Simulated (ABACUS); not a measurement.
Runs of ABACUS 3.10.1 on CdO (Monteponite). The structure is cubic, space group Fm-3m (No. 225). The conventional cell has a = 4.699 Å, b = 4.699 Å, c = 4.699 Å, α = 90.00°, β = 90.00°, γ = 90.00°. Around Cd (site symmetry m-3m) lie 6 O at 2.35 Å. O (site symmetry m-3m) is surrounded by 6 Cd at 2.35 Å. 

```csv
level,potentials or basis,k mesh,SCF threshold on the density,eigensolver,share of exact exchange,threshold of the auxiliary basis,range of the exchange potential (exx_ccp_rmesh_times),mesh quality,gap on the mesh (eV),pressure (GPa)
PBE,"SG15 ONCV 1.2 PBE, DZP LCAO (the cutoffs set its grid)",4 × 4 × 4,1e-07,genelpa,-,-,-,coarse,none,(a)
PBE0-type (share 0.25),"SG15 ONCV 1.2 PBE, DZP LCAO (the cutoffs set its grid)",4 × 4 × 4,1e-07,genelpa,0.25,0.001,2.5,coarse,(b),-
PBE0-type (share 0.1),"SG15 ONCV 1.2 PBE, DZP LCAO (the cutoffs set its grid)",4 × 4 × 4,1e-07,genelpa,0.1,0.001,2.5,coarse,0.32,-
PBEsol,"PseudoDojo NC SR 0.4.1 PBEsol standard, plane waves",10 × 10 × 10,1e-08,dav,-,-,-,not flagged,none,-0.8
PBE0-type (share 0.4),"SG15 ONCV 1.2 PBE, DZP LCAO (the cutoffs set its grid)",4 × 4 × 4,1e-07,genelpa,0.4,0.001,2.5,coarse,2.73,-
```

Alike in all rows: task single point; no spin polarisation; cell as given; cutoff (eV) 1401; smearing fermi-dirac 0.05 eV.

Task: Estimate the missing entries.

Result: (a) 7.8; (b) 1.51.

Caveats: some runs use coarse meshes; the atomic orbitals were generated for these runs and aren't a published set (some runs); the basis of atomic orbitals isn't converged, which shifts pressures, moduli and gaps (some runs); gaps of hybrids in this basis differ from plane-wave ones by up to 0.1 eV (some runs); the potentials were made for another functional, which shifts forces and pressure (some runs); this crystal is a semiconductor, whose small gap the functional closes, so the metal is an error of the method (some runs).

A k mesh can miss the band edges, and the runs leave out spin-orbit coupling on Cd.

A gap of «none» marks a metal or a gap under the smearing width.
